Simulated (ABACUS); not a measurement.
The system is Zr.

```
Zr
1.0
     3.23200    0.00000    0.00000
    -1.61600    2.79899    0.00000
     0.00000    0.00000    5.14700
Zr
2
Direct
  0.66667 0.33333 0.75000
  0.33333 0.66667 0.25000
```

- Program: ABACUS 3.10.1
- Task: relaxation of cell and atoms
- Functional: HLE16
- Potentials or basis: PseudoDojo NC SR 0.5 PBE stringent
- Cutoff: 898 eV
- Density cutoff: 3592 eV
- Basis: plane waves
- k mesh: 7 × 7 × 4
- Occupations: fermi-dirac, width 0.05 eV
- Spin: no spin polarisation

At the start: pressure -20.0 GPa; volume 23.28 Å³/atom.

Task: Where does the relaxation end?

Result: Over 36 steps the energy falls by 399.2 meV/atom and the volume is 17.78 Å³/atom (-23.6 %); space group P6_3/mmc (No. 194, to 0.05 Å).

The path:
```csv
step,energy change (eV),largest force (eV/Å),pressure (GPa),volume (Å³)
1,0.0000,0.0000,-20.02,46.56
2,-0.2340,0.0000,-17.70,44.57
3,-0.5588,0.0000,-12.24,41.12
4,-0.7600,0.0000,-3.05,37.06
5,-0.6854,0.0000,10.73,33.24
6,-0.6952,0.0000,10.06,33.38
7,-0.7127,0.0000,8.78,33.65
8,-0.7341,0.0000,7.01,34.04
9,-0.7550,0.0000,4.93,34.54
10,-0.7711,0.0000,2.69,35.10
11,-0.7798,0.0000,0.47,35.71
12,-0.7803,0.0000,-1.52,36.29
13,-0.7804,0.0000,-1.51,36.29
14,-0.7805,0.0000,-1.47,36.27
15,-0.7807,0.0000,-1.42,36.26
16,-0.7810,0.0000,-1.36,36.23
17,-0.7813,0.0000,-1.29,36.21
18,-0.7817,0.0000,-1.19,36.17
19,-0.7821,0.0000,-1.09,36.14
20,-0.7826,0.0000,-0.96,36.09
21,-0.7832,0.0000,-0.81,36.04
22,-0.7838,0.0000,-0.62,35.97
23,-0.7844,0.0000,-0.40,35.90
24,-0.7850,0.0000,-0.16,35.82
25,-0.7857,0.0000,0.10,35.73
26,-0.7863,0.0000,0.34,35.65
27,-0.7869,0.0000,0.55,35.58
28,-0.7876,0.0000,0.67,35.54
29,-0.7885,0.0000,0.68,35.52
30,-0.7897,0.0000,0.56,35.54
31,-0.7911,0.0000,0.29,35.60
32,-0.7927,0.0000,-0.08,35.68
33,-0.7944,0.0000,-0.42,35.76
34,-0.7960,0.0000,-0.60,35.78
35,-0.7977,0.0000,-0.50,35.72
36,-0.7985,0.0000,-0.06,35.56
```

Final structure:
```xyz
2
Lattice="2.8432 0.0000 0.0000 -1.4216 2.4623 0.0000 0.0000 0.0000 5.0799" Properties=species:S:1:pos:R:3 pbc="T T T"
Zr    1.4216    0.8208    3.8099
Zr    0.0000    1.6415    1.2700
```

Caveat: the volume moved by over 15 % at a fixed basis, so the end points are rough; the potentials were made for a functional far from this one; the potentials were made for another functional, which shifts forces and pressure; the volume moved by -24 % from the deposited cell, more than functionals usually miss.
